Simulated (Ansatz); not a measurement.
# A series in volume scale on InSe

All results are calculated (Ansatz 0.2.0). Periodic Kohn-Sham DFT of a crystal at fixed atoms, scaled to volume_scale times the given cell; pressure positive in compression, energy less spherical unpolarised free atoms, largest_vzz the field gradient of largest size among the nuclei.

The cell before it is scaled or strained (space group C2/m, No. 12):
```
cell vectors (Å)
   5.8679    -2.0550     0.0000
   5.8679     2.0550     0.0000
  -1.5994     0.0000     4.3237
atoms (fractions of the cell vectors)
In  0.88400  0.88400  0.00500
In  0.11600  0.11600  0.99500
Se  0.66000  0.66000  0.64200
Se  0.34000  0.34000  0.35800
```

Settings of every row: method frozen-core PAW; functional PBEsol; relativity scalar; k mesh 7x7x6; filling fermi-dirac; smearing width 0.02 eV; wave cutoff 420 eV; paw set soft_2.

Atom start moment: 0 on all atoms.

Limits: PAW files made with PBE; field gradient without spin-orbit coupling on heavy atoms.

```csv
row,volume scale,V (Å³/atom),largest V_zz (1e21 V/m^2),pressure (GPa)
1,0.94,24.505,?,?
2,0.96,25.026,-18.88,2.477
3,0.98,25.547,-18.507,1.085
4,0.99,25.808,-18.325,0.448
5,1,26.068,-18.148,-0.154
6,1.01,26.329,-17.97,-0.721
7,1.02,26.59,-17.794,-1.256
8,1.04,27.111,-17.451,-2.236
9,1.06,27.633,-17.113,-3.107
```

Question: what largest V_zz and pressure should row 1 give?

Worked fit of largest V_zz. Take t = volume scale − 1. The shown rows have t = -0.04, -0.02, -0.01, 0, 0.01, 0.02, 0.04, 0.06. Least squares give largest V_zz = −18.147 + 17.863 × t − 10.77 × t² 1e21 V/m^2; a straight line predicts inner rows, each left out in turn, worse (root mean square 0.008 against 0.0015 1e21 V/m^2). The rows lie off it by -0.001, 0.002, 0.002, -0.001, -0.001, 0.000, -0.001, 0.001. The withheld row has t = -0.06, so the fit gives −18.147 + 17.863 × (-0.06) − 10.77 × (-0.06)² = -19.258 1e21 V/m^2.

The calculation gave -19.257 1e21 V/m^2. The fit lies 0.001 1e21 V/m^2 (0.047 % of the column's range) below it, one unit of the last digit. This row lies beyond the range of the fit.

Worked fit of pressure. Take u = (V_r/V)^(2/3) − 1 with V_r = 26.199 Å³ an atom, which is twice the finite (Eulerian) strain; such expansions in the strain, on which the Birch-Murnaghan equation of state is built, carry the rest volume and the bulk modulus. The shown rows have u = 0.03101, 0.01694, 0.01007, 0.00335, -0.00329, -0.00983, -0.02255, -0.0349. Least squares give pressure = −0.4422 + 85.521 × u + 270.7 × u² + 232 × u³ GPa; a parabola predicts inner rows, each left out in turn, worse (root mean square 0.0024 against 0.0013 GPa). The rows lie off it by 0.000, 0.000, 0.001, -0.001, 0.000, 0.001, 0.000, 0.000. The pressure vanishes at u = 0.0051, or V = 26 Å³ an atom, and there the bulk modulus at fixed shape and fractions is B = −V dP/dV = (2/3)(1 + u) dP/du = 59.2 GPa. Letting shape and atoms relax would as a rule lower it, by much in layered, chain or molecular crystals. The withheld row has u = 0.04557, so the fit gives −0.4422 + 85.521 × (0.04557) + 270.7 × (0.04557)² + 232 × (0.04557)³ = 4.039 GPa.

The calculation gave 4.039 GPa. The fit meets it to the printed digit. This row lies beyond the range of the fit.
